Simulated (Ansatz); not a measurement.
Input and command of a calculation in Ansatz (plane waves; scalar-relativistic PAW potentials unless the input names others):

```yaml
crystal:
  lattice:
    - [-1.5253750489, 1.5253750489, 1.5253750489]
    - [1.5253750489, -1.5253750489, 1.5253750489]
    - [1.5253750489, 1.5253750489, -1.5253750489]
  atoms:
    - { symbol: W, position: [0.0, 0.0, 0.0] }
basis:
  ecutwfc: "500 eV"
kpoints:
  mp_grid: { grid: [18, 18, 18] }
hamiltonian:
  xc: pbe
scf:
  occupations: { method: gaussian, width: 0.1 }
output:
  forces: true
  eigenvalues: true
  stress: true
```

```bash
ansatz run input.yaml --threads 1 --pin off --max-ram 2560MiB --backend cpu --events-out ev --progress --plain --runs-dir out
```

Abridged log:
```
Pseudopotentials: kind: paw
Pseudopotential: W, paw, valence charge 14, recommended cutoff 420 eV (normal)
Functional definition: PBE
Crystal: 1 atom, lattice volume = 14.197 Å³
Basis set: ecut = 500 eV, 369 PW (Γ), exchange–correlation on 40×40×40 points (8 copies of the dense FFT grid, shifted against one another)
Bands: 11, of which v1, the nominal top of the filled ones, is band 7 counted from 1 (6 counted from 0)
Symmetry: 48 space group operations
Space group: Im-3m (ITA 229), of the structure as read, at distance tolerance 2.4e-5 Å
k-points: 195 of 5832
Initial density: superposition of atomic densities (neutral atoms: chi_scale 0, normalization atom), corrected by the library's trained network
Initial wavefunctions: pseudopotential atomic-orbital guess
Functional: x = pbe(κ = 0.804, μ = 0.21951497), c = pbe(β = 0.06672455)
SCF iter   1: F=—  HF=-10384.545615 eV  |F-HF|=—  |Δ(HF+E_count)|=         —  Δρ=2.24e-3  dr2=1.80e-4  ethr=1.77e-3  ⟨swp⟩=5.0  Hψ=11415  notcnv=0
SCF iter   2: F=—  HF=-10384.545444 eV  |F-HF|=—  |Δ(HF+E_count)|=   1.71e-4  Δρ=1.14e-3  dr2=4.86e-5  ethr=1.29e-6  ⟨swp⟩=2.6  Hψ=4919  notcnv=0
SCF iter   3: F=—  HF=-10384.545480 eV  |F-HF|=—  |Δ(HF+E_count)|=   3.61e-5  Δρ=3.14e-4  dr2=1.23e-5  ethr=3.47e-7  ⟨swp⟩=2.0  Hψ=3462  notcnv=0
SCF iter   4: F=—  HF=-10384.545475 eV  |F-HF|=—  |Δ(HF+E_count)|=   5.14e-6  Δρ=1.35e-4  dr2=2.09e-6  ethr=8.76e-8  ⟨swp⟩=2.5  Hψ=3238  notcnv=0
SCF iter   5: F=—  HF=-10384.545474 eV  |F-HF|=—  |Δ(HF+E_count)|=   8.33e-7  Δρ=5.20e-5  dr2=3.21e-7  ethr=1.50e-8  ⟨swp⟩=2.0  Hψ=3483  notcnv=0
SCF iter   6: F=-10384.545474 eV  HF=-10384.545474 eV  |F-HF|=3.72e-8  |Δ(HF+E_count)|=   1.27e-7  Δρ=1.95e-5  dr2=4.56e-8  ethr=7.14e-10  ⟨swp⟩=5.1  Hψ=10016  notcnv=0
SCF 1 converged in 6 iterations: F = -10384.545474 eV  dr2 = 4.56e-8
SCF converged after 6 iterations
Free energy (F): -10384.545474 eV
Harris-Foulkes:  -10384.545474 eV  (|F-HF|=3.72e-8)
Internal energy: -10384.541639 eV  (E = F + TS)
E sigma→0 (E₀):  -10384.543556 eV
Entropy (-TS):   -0.003835 eV (-3.835 meV/atom)
Fermi energy:    25.581210 eV
--- Forces (eV/Å), atoms counted from 1 ---
  atom   1  W      0.00000000     0.00000000     0.00000000
--- Stress (GPa, compression-positive) ---
       50.636965       0.000000       0.000000
        0.000000      50.636965       0.000000
        0.000000       0.000000      50.636965
  P = ⅓ Tr σ = 50.6370 GPa (506.370 kbar)
```

Apart from outputs and empty bands, the input differs from a reference run on usual settings in basis.ecutwfc: 420 → "500 eV". The reference, at the same geometry (not necessarily relaxed), gave pressure 50.66 GPa, largest force 0.000 eV/Å, no gap on the mesh. This run converged in 6 SCF iterations (reference: 6) with an energy at zero smearing 1.35 meV/atom below the reference's, pressure 50.64 GPa, largest force 0.000 eV/Å, no gap on the mesh.

It took 1.6 s on 1 thread of Intel(R) Xeon(R) Platinum 8488C (Sapphire Rapids), with other jobs on the host, peak memory 0.36 GiB.